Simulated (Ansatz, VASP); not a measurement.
**GaAs: 3 runs at one level of theory**

The starting cell:

```xyz
2
Lattice="0.0000 2.8268 2.8268 2.8268 0.0000 2.8268 2.8268 2.8268 0.0000" Properties=species:S:1:pos:R:3 pbc="T T T"
As    4.2403    4.2403    4.2403
Ga    0.0000    0.0000    0.0000
```

Alike in all runs: task relaxation of cell and atoms; functional PBEsol; dispersion D3(BJ); k mesh 8 × 8 × 8; occupations fermi-dirac, width 0.05 eV; no spin polarisation; no spin-orbit coupling.

```tsv
program and potentials	plane-wave cutoff (eV)	notes	equilibrium volume (Å³/atom)
Ansatz, Ansatz PAW	420	potentials made for PBE, which Ansatz adapts in part; 14 valence electrons an atom on average	21.98
VASP, PBE PAW files As, Ga_d, 600 eV	600	potentials made for PBE; 9 valence electrons an atom on average	22.03
Ansatz, all-electron LAPW, scalar-relativistic	-	-	21.98
```

The equilibrium volume spans 21.98 (Ansatz, Ansatz PAW) to 22.03 Å³/atom (VASP, PBE PAW files As, Ga_d, 600 eV), with all-electron results at 21.98. Relaxations stop with a little pressure left, so the last digit of a volume isn't settled.

The functional is the same throughout but for its coding, so the spread measures potentials, basis and numerics; runs on potential files found faulty are left out.

The three runs agree closely on the equilibrium volume of GaAs, and both potential-based results stay near the all-electron one. This is plausible for a crystal held together by polar covalent sp³ bonds, whose length is set mainly by the valence s and p electrons, while the filled d shells act chiefly through repulsion and core polarisation. The VASP set keeps the Ga 3d shell in the valence but leaves As 3d in the core. That may contribute to its slightly larger volume, though the comparison can't separate it from other differences between the potentials.

All three volumes lie below that of the starting cell, which is close to the measured one. Since the all-electron run shares this contraction, the potentials are not its main source. PBEsol alone usually describes the lattice of GaAs well, so the added dispersion attraction probably overbinds the crystal. Agreement between the codes therefore supports their numerical consistency, not the accuracy of this combination of functional and dispersion, and it doesn't test the band gap.
